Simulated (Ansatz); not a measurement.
# SrO (Fm-3m) in Ansatz: notebook

Aim: see how the results for SrO move with the level of theory and the settings. Levels: PBE, LDA. Tasks: Born charges and dielectric tensor, band structure.

All numbers are computed with Ansatz 0.2.0; they aren't measurements. Logs are shortened: lines on timing, memory, paths and dates and some standing lists are left out, and cuts for length are marked.

## Step 1: The structure

Symmetry: Fm-3m, No. 225, cubic system. The conventional cell has a = 5.133 Å, b = 5.133 Å, c = 5.133 Å, α = 90.00°, β = 90.00°, γ = 90.00°. Sr (site symmetry m-3m) is surrounded by 6 O at 2.57 Å. O (site symmetry m-3m) is surrounded by 6 Sr at 2.57 Å.

## Step 2: Born charges and dielectric tensor, PBE

The input, input.yaml:

```yaml
crystal:
  lattice:
    - [0.0, 2.5663, 2.5663]
    - [2.5663, 0.0, 2.5663]
    - [2.5663, 2.5663, 0.0]
  atoms:
    - { symbol: Sr, position: [0.5, 0.5, 0.5] }
    - { symbol: O, position: [0.0, 0.0, 0.0] }
kpoints:
  mp_grid: { grid: [9, 9, 9] }
scf:
  occupations: { method: fixed }
hamiltonian:
  xc: pbe
  pseudopotentials: { kind: all_electron, datasets: crystal }
output: {}
dielectric: {}
```

Potentials or basis: all-electron PAW datasets made for the crystal.

Started as:

```sh
ansatz run input.yaml --threads 1 --pin off --max-ram 3072MiB --backend cpu --events-out ev --progress --plain --runs-dir out
```

Standard output:

```text
Warning: RAYON_NUM_THREADS=1 ignored (pool sized by the plan → 1); use --threads N
hamiltonian.pseudopotentials.datasets: crystal makes datasets for this crystal and solves the spheres of its atoms anew in each pass: cutoff 340.0 eV, the density's 1360.0 eV; for an error of 0.50 meV an atom under PBE, 1.0 meV for the cell; an energy difference from a run of another recipe may be off by several times the error for the cell, under r2SCAN by more, where some 0.1 meV an atom stays at smaller errors; in a run that uses the all-electron wave functions in the spheres, carries its plane waves along with the cell (elastic.basis: deformed) or is on a recipe of such a run or, without exact exchange, of a hybrid, they include no finite-basis correction of the energy (for plane waves above the cutoff): energies differ from those of runs with it by up to 1.1 meV an atom at a dataset_error of 0.2 meV (4 under r2SCAN), and by more at a larger error or with an open f shell (one dataset_recipe, of a run without it, keeps both alike, but for a hybrid, which always has it); O in spheres of 1.185 Å, 6 of its electrons in bands; Sr in spheres of 1.376 Å, 10 of its electrons in bands
Engine: ansatz 0.2.0, aarch64-unknown-linux-gnu
Pseudopotentials: kind: all_electron
Pseudopotential: Sr, paw, valence charge 10, recommended cutoff 340 eV (normal), crystal/all_electron/pbe/scalar/gaussian/Sr, Koelling and Harmon's equation, gaussian nucleus
Pseudopotential: O, paw, valence charge 6, recommended cutoff 340 eV (normal), crystal/all_electron/pbe/scalar/gaussian/O, Koelling and Harmon's equation, gaussian nucleus
Functional definition: PBE
  parameter kappa = 0.804
  parameter beta = 0.06672455060314922
  exchange = pbe_x(kappa = kappa, mu = beta*pi^2/3)
  correlation = pbe_c(beta = beta)
davidson cushion auto → on  (no smearing: the cushion is to keep the highest requested band from converging to the state above it; pin scf.eigensolver.cushion to override)
Crystal: 2 atoms, lattice volume = 33.803 Å³
Basis set: ecut = 340 eV, 531 PW (Γ), exchange–correlation on 48×48×48 points (8 copies of the dense FFT grid, shifted against one another)
Bands: 12, of which v1, the nominal top of the filled ones, is band 8 counted from 1 (7 counted from 0)
Symmetry: 48 space group operations
k-points: 75 of 729 (irreducible under 8 space group operations, time reversal used)
Non-local potential: Sr, projectors of the file, l = 0: 2, l = 1: 2, l = 2: 2
Non-local potential: O, projectors of the file, l = 0: 2, l = 1: 2
PAW form: soft (Blöchl's): semilocal exchange-correlation on the pseudo side does not see the compensation charge
PAW one-centre angular grid: Sr, 110 points (default); XC on its mesh's 1893 points in the sphere
PAW one-centre angular grid: O, 110 points (default); XC on its mesh's 2001 points in the sphere
Initial density: superposition of atomic densities (neutral atoms: chi_scale 0, normalization atom)
Initial wavefunctions: pseudopotential atomic-orbital guess
Functional: x = pbe(κ = 0.804, μ = 0.2195149727645171), c = pbe(β = 0.06672455060314922)
iter 1 solved again at ethr=5.12e-2 eV; its pass at ethr=1.00e-1 eV (dr2=8.19e0 eV) is discarded
SCF iter   1: F=—  HF=-88572.554976 eV  |F-HF|=—  |Δ(HF+E_count)|=         —  Δρ=1.38e-1  dr2=8.17e0  ethr=5.12e-2  ⟨swp⟩=2.3  Hψ=5499  notcnv=0
preconditioner: auto → none  [insulator: Δε(μ)=6.479 eV  Ē_g=17.400 eV  n_scr=8 (ndim 8)  ℏωp=23.9 eV  f_vac=0.000  ε∞_Penn≈2.9]
SCF iter   2: F=—  HF=-88571.906497 eV  |F-HF|=—  |Δ(HF+E_count)|=   6.48e-1  Δρ=1.39e-1  dr2=5.94e0  ethr=5.11e-2  ⟨swp⟩=3.1  Hψ=2645  notcnv=0  defer=2
iter 3 solved again at ethr=1.56e-3 eV; its pass at ethr=3.72e-2 eV (dr2=2.50e-1 eV) is discarded
SCF iter   3: F=—  HF=-88570.450645 eV  |F-HF|=—  |Δ(HF+E_count)|=    1.46e0  Δρ=2.13e-2  dr2=2.54e-1  ethr=1.56e-3  ⟨swp⟩=2.1  Hψ=4374  notcnv=0  defer=1
SCF iter   4: F=—  HF=-88570.495787 eV  |F-HF|=—  |Δ(HF+E_count)|=   4.51e-2  Δρ=2.21e-2  dr2=2.38e-1  ethr=1.56e-3  ⟨swp⟩=3.0  Hψ=2608  notcnv=0
SCF iter   5: F=—  HF=-88570.459900 eV  |F-HF|=—  |Δ(HF+E_count)|=   3.59e-2  Δρ=1.23e-2  dr2=7.39e-2  ethr=1.49e-3  ⟨swp⟩=2.0  Hψ=2492  notcnv=0
SCF iter   6: F=—  HF=-88570.445575 eV  |F-HF|=—  |Δ(HF+E_count)|=   1.43e-2  Δρ=3.89e-3  dr2=7.57e-3  ethr=4.62e-4  ⟨swp⟩=2.0  Hψ=2100  notcnv=0
SCF iter   7: F=—  HF=-88570.443975 eV  |F-HF|=—  |Δ(HF+E_count)|=   1.60e-3  Δρ=4.61e-4  dr2=1.07e-4  ethr=4.73e-5  ⟨swp⟩=2.5  Hψ=2146  notcnv=0
SCF iter   8: F=—  HF=-88570.443954 eV  |F-HF|=—  |Δ(HF+E_count)|=   2.02e-5  Δρ=7.30e-5  dr2=1.72e-6  ethr=6.69e-7  ⟨swp⟩=3.0  Hψ=2729  notcnv=0
SCF iter   9: F=—  HF=-88570.443954 eV  |F-HF|=—  |Δ(HF+E_count)|=   6.83e-8  Δρ=6.79e-6  dr2=2.31e-8  ethr=1.08e-8  ⟨swp⟩=2.9  Hψ=2659  notcnv=0
SCF iter  10: F=—  HF=-88570.443954 eV  |F-HF|=—  |Δ(HF+E_count)|=   3.06e-9  Δρ=4.78e-7  dr2=1.03e-10  ethr=1.45e-10  ⟨swp⟩=3.0  Hψ=2526  notcnv=0
SCF iter  11: F=-88570.443954 eV  HF=-88570.443954 eV  |F-HF|=1.46e-11  |Δ(HF+E_count)|=  7.28e-11  Δρ=1.36e-7  dr2=2.74e-12  ethr=1.00e-12  ⟨swp⟩=3.0  Hψ=2634  notcnv=0
SCF 1 converged in 11 iterations: F = -88570.443954 eV  dr2 = 2.74e-12
the response reads at least the filled bands of the reference SCF and the lowest empty band at each k-point, and that SCF's band table does not vouch for those bands. The notice of the band table in this run's record says why
NSCF: frozen V_eff on 5 k-points
DFPT response loops at Γ: preconditioner auto → none (the input reference at scf.mixing.eps_inf says where Resta's filter doesn't serve); β = 0.50; Broyden in place of MSR1
SCF converged after 11 iterations
Free energy (F): -88570.443954 eV
Harris-Foulkes:  -88570.443954 eV  (|F-HF|=1.46e-11)
Internal energy: -88570.443954 eV  (E = F + TS)
E sigma→0 (E₀):  -88570.443954 eV
Past the cutoff: waves up to 1.5 times it would add -0.000070 eV an atom, which no energy here includes
By the cutoff:   a pressure is off by up to 0.008 GPa (6 times that energy over an atom's volume, and 0.004 GPa: a bound that held against runs at twice the plane waves)
Past the cutoffs: a stress includes -0.0001 GPa for waves and charges beyond them
In the spheres:  the bands' charges fall short by 2.8e-7 e at most (sound up to 1e-3)
Fermi energy:    9.474842 eV
--- Per-component energies (eV) ---
  E_band       = -33.124494
  E_kinetic    = 263.634339
  E_local      = -410.098746  (includes V_loc(G=0)·N_el)
  E_nonlocal   = -39.595188
  E_hartree    = 241.551154
  E_xc         = -126.160517
  E_vxc        = -163.600493  (∫ρ·V_xc dr)
  E_paw        = -88965.584122  (= ΣΔE_a)
  E_vpaw       = -1690.493028  (= ΣTr[D̂ρ^β])
  E_ewald      = -1058.117221
  E_smearing   = -0.000000  (= −TS)
  E_closure    = 1523.926347  (closes the sum)
  Σ components = -88570.443954   (vs F -88570.443954, Δ=0.00e0)
  The terms above E_closure are by the made datasets' own strengths, without shells solved beside the bands.
--- Band table (eV; the first three rows and the last of 75) ---
  k-point 0: bands = ["-22.8126", "-5.5917", "-4.4449", "-4.4449", "-4.4449", "9.4748", "9.4748", "9.4748", "13.5238", "15.7475", "15.7475", "15.7475"]
  k-point 1: bands = ["-22.7963", "-5.8878", "-4.4548", "-4.4548", "-4.1895", "9.1097", "9.3191", "9.3191", "14.0874", "15.6102", "15.9888", "15.9888"]
  k-point 2: bands = ["-22.7546", "-6.3981", "-4.4796", "-4.4796", "-3.7827", "8.3891", "8.9599", "8.9599", "15.3409", "15.5431", "16.6619", "16.6619"]
  k-point 74: bands = ["-22.6308", "-6.3336", "-5.0733", "-5.0649", "-3.8798", "8.3481", "8.9595", "9.0841", "15.0858", "16.1051", "18.2331", "20.4080"]
--- Dielectric response (ions clamped): 1 representative field direction + reference, on 75 of 729 k-points (Σ response iterations 8) ---
  k mesh reduced under 8 symmetry operations, with k and −k counted as one. Each operation leaves every solved perturbation unchanged. A smaller set is not considered because the run solves the response to a homogeneous field
  ε∞ (high-frequency dielectric tensor):
        3.801109     0.000000     0.000000
        0.000000     3.801109    -0.000000
       -0.000000     0.000000     3.801109
  Born effective charges Z* (e; rows j = field, columns β = displacement):
    site 0:
         2.45588    0.00000    0.00000
         0.00000    2.45588    0.00000
         0.00000   -0.00000    2.45588
    site 1:
        -2.45588   -0.00000   -0.00000
        -0.00000   -2.45588   -0.00000
         0.00000    0.00000   -2.45588
  Z* charge neutrality: 6.077e-5 e pre-enforcement
  k-mesh period / interband length: 32.7 Å / 1.48 Å = 22.09 at k = (0.0000, 0.0000, 0.0000), direct gap 4.049 eV — 14 or more, which is no proof of convergence
```

Run time: 28 s. Hardware: 1 thread of Arm Neoverse V1, shared host; peak memory 0.58 GiB.

Results:

```
Free energy                             : -88570.4440 eV
Band gap on the k mesh                  : 3.37 eV, indirect (least direct gap 3.45 eV)
Electronic dielectric tensor (diagonal) : 3.80
Born charges (mean of the diagonal)     : Sr +2.46; O -2.46 e
```

Electronic dielectric tensor:
```
3.80 0.00 0.00
0.00 3.80 0.00
0.00 0.00 3.80
```

Born effective charge tensors (e):
atom 1, Sr
```
2.46 0.00 0.00
0.00 2.46 0.00
0.00 0.00 2.46
```
atom 2, O
```
-2.46  0.00  0.00
 0.00 -2.46  0.00
 0.00  0.00 -2.46
```

Caveat: the program warned that the printed levels may be off, so bands, gaps and densities of states are rough; an odd mesh through Γ misses points on the zone boundary, where band edges often lie.

## Step 3: Band structure, LDA, spin-orbit coupling, no magnetisation

The input, input.yaml:

```yaml
crystal:
  lattice:
    - [0.0, 2.5663, 2.5663]
    - [2.5663, 0.0, 2.5663]
    - [2.5663, 2.5663, 0.0]
  atoms:
    - { symbol: Sr, position: [0.5, 0.5, 0.5] }
    - { symbol: O, position: [0.0, 0.0, 0.0] }
kpoints:
  mp_grid: { grid: [7, 7, 7] }
  band_path:
    path:
      - [0.0, 0.0, 0.0]
      - [0.5, 0.0, 0.5]
      - [0.5, 0.25, 0.75]
      - [0.375, 0.375, 0.75]
      - [0.0, 0.0, 0.0]
      - [0.5, 0.5, 0.5]
      - [0.625, 0.25, 0.625]
      - [0.5, 0.25, 0.75]
    npoints: 8
scf:
  occupations: { method: fermi_dirac, width: 0.05 }
hamiltonian:
  xc: lda
  pseudopotentials: { kind: all_electron, lapw: { basis_error: 0.001 } }
magnetization:
  noncollinear: true
  spin_orbit: true
output:
  forces: true
  stress: true
  eigenvalues: true
```

Potentials or basis: all-electron LAPW, relativistic spinors.

Started as:

```sh
ansatz run input.yaml --threads 1 --pin off --max-ram 3072MiB --backend cpu --events-out ev --progress --plain --runs-dir out
```

Wall time 65 s (1 thread of Arm Neoverse V1, shared host); peak memory 0.35 GiB.

Results (log left out):

- Free energy: -88467.1297 eV
- Pressure: -3.8 GPa
- Band gap on the k mesh: 3.23 eV, indirect (least direct gap 3.29 eV)
- Band gap along the path: 3.13 eV, indirect (least direct gap 3.18 eV)

Levels at the corners of the path, in eV from the valence-band top:
| point | band 30 | band 31 | band 32 | band 33 | band 34 | band 35 | band 36 | band 37 | band 38 | band 39 |
| --- | --- | --- | --- | --- | --- | --- | --- | --- | --- | --- |
| Γ | -0.06 | 0.00 | 0.00 | 0.00 | 0.00 | 3.83 | 3.83 | 6.15 | 6.15 | 6.15 |
| X | -0.42 | -0.12 | -0.12 | -0.05 | -0.05 | 3.13 | 3.13 | 7.82 | 7.82 | 10.14 |
| W | -1.16 | -0.48 | -0.48 | -0.39 | -0.39 | 5.92 | 5.92 | 5.92 | 5.92 | 8.69 |
| K | -0.99 | -0.59 | -0.59 | -0.46 | -0.46 | 4.67 | 4.67 | 7.82 | 7.82 | 8.79 |
| Γ | -0.06 | 0.00 | 0.00 | 0.00 | 0.00 | 3.83 | 3.83 | 6.15 | 6.15 | 6.15 |
| L | -2.25 | -1.17 | -1.17 | -1.15 | -1.15 | 6.49 | 6.49 | 8.24 | 8.24 | 8.85 |
| U | -0.99 | -0.59 | -0.59 | -0.46 | -0.46 | 4.67 | 4.67 | 7.82 | 7.82 | 8.79 |
| W | -1.16 | -0.48 | -0.48 | -0.39 | -0.39 | 5.92 | 5.92 | 5.92 | 5.92 | 8.69 |

Caveat: the mesh misses the band edges, which the band path finds closer together. A hybrid or GW would open this gap; LDA tends to underestimate it.
